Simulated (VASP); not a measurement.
Write the native input for VASP 6.6.1 that does the following.

* Task: single point
* Functional: PBE
* Potentials or basis: VASP PAW PBE potentials, release 64 (Pb_d, S)
* Cutoff: 520 eV
* k mesh: 8 × 8 × 8
* Occupations: gaussian, width 0.022 eV
* Spin: no spin polarisation
* Further INCAR settings: ALGO = Normal; EDIFF = 1e-07

The structure of PbS (Galena) lies in POSCAR:

```
PbS
1.0
    0.0000000000      2.9657500000      2.9657500000
    2.9657500000      0.0000000000      2.9657500000
    2.9657500000      2.9657500000      0.0000000000
Pb S
1 1
Direct
    0.0000000000      0.0000000000      0.0000000000
    0.5000000000      0.5000000000      0.5000000000
```

One way to write it, as run:

INCAR

```
PREC = Accurate ; ENCUT = 520
EDIFF = 1E-7 ; ISMEAR = 0
SIGMA = 0.022 ; LREAL = False
LASPH = True ; NELM = 80
ALGO = Normal ; ISIF = 2
LWAVE = False ; LCHARG = False
GGA = PE
```

KPOINTS

```
regular mesh
0
Gamma
  8 8 8
```

Potentials or basis: VASP PAW PBE potentials, release 64 (Pb_d, S).

The run is started by

```sh
$ cat potpaw_PBE.64/Pb_d/POTCAR potpaw_PBE.64/S/POTCAR > POTCAR
$ mpirun -np 1 vasp_std > vasp.out
```

It gave:

```
Pressure               : 2.2 GPa
Band gap on the k mesh : 0.36 eV, direct
```

Caveat: spin-orbit coupling is left out, which as a rule narrows the gap of such compounds by several tenths of an eV.

Run time: 11 s on 1 thread of Intel(R) Xeon(R) 6975P-C (Granite Rapids), on a shared host, peak memory 0.18 GiB.
